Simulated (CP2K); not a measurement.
I:

```
CELL_PARAMETERS angstrom
4.83952 0.00000 0.00000
2.67718 4.03158 0.00000
-3.75835 -2.01579 2.28743
ATOMIC_POSITIONS crystal
I 0.00000 0.00000 0.00000
```

- Program: CP2K 2026.2
- Task: single point
- Functional: PBE
- Potentials or basis: POTENTIAL_UZH I GTH-PBE-q7; TZVP-MOLOPT-PBE-GTH basis
- Density cutoff: 6123 eV
- k mesh: 11 × 11 × 11
- Occupations: fermi-dirac, width 0.05 eV
- Spin: no spin polarisation

On this cell: pressure 0.7 GPa; band gap on the k mesh none (metal or under the smearing width).

The same run follows on a disturbed copy (cell strained at random at fixed volume):

```
I
1.0
     4.81052    0.00000    0.00000
     2.65239    4.09534    0.00000
    -3.70336   -2.03122    2.26539
I
1
Direct
  0.00275 0.01163 0.01539
```

Problem. What does the disturbed cell give?

Solution. The energy (extrapolated to zero smearing) moves by -0.6 meV/atom; pressure 0.6 GPa; band gap on the k mesh none (metal or under the smearing width).

Stress tensor (GPa, compression positive):
```
 0.24 -0.40 -0.03
-0.40  0.74  0.05
-0.03  0.05  0.93
```

Caveats: the basis of atomic orbitals isn't converged, which shifts pressures, moduli and gaps; an odd number of electrons without spin polarisation forces a metal; a magnetic or distorted state may lie lower.
